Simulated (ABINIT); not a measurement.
Crystal: PtSe2 (Sudovikovite).

```xyz
3
Lattice="3.7240 0.0000 0.0000 -1.8620 3.2251 0.0000 0.0000 0.0000 5.0620" Properties=species:S:1:pos:R:3 pbc="T T T"
Pt    0.0000    0.0000    0.0000
Se    1.8620    1.0750    3.7965
Se    0.0000    2.1501    1.2655
```

Base run:

```yaml
Program: ABINIT 10.8.3 (patched build)
Functional: PBE
Potentials_or_basis: PseudoDojo NC SR PBE v0.4.1 standard
Cutoff: 1170 eV
k_mesh: 6 × 6 × 4
Occupations: fermi-dirac, width 0.05 eV
Spin: no spin polarisation
```

Its results: band gap on the k mesh none (metal or under the smearing width); pressure 7.3 GPa; largest force 0.575 eV/Å.

Q: After a change of settings the same cell gave: band gap on the k mesh none (metal or under the smearing width); pressure 6.7 GPa; largest force 0.574 eV/Å. Which change was it?
A. functional from PBE to LDA; potentials or basis from PseudoDojo NC SR PBE v0.4.1 standard to PseudoDojo NC SR LDA v0.4.1 standard
B. functional from PBE to PBEsol; potentials or basis from PseudoDojo NC SR PBE v0.4.1 standard to PseudoDojo NC SR PBEsol v0.4.1 standard; cutoff from 1170 eV to 1061 eV
C. cutoff from 1170 eV to 1061 eV
D. functional from PBE to LDA; potentials or basis from PseudoDojo NC SR PBE v0.4.1 standard to PseudoDojo NC SR LDA v0.4.1 standard; cutoff from 1170 eV to 1061 eV

A: C.
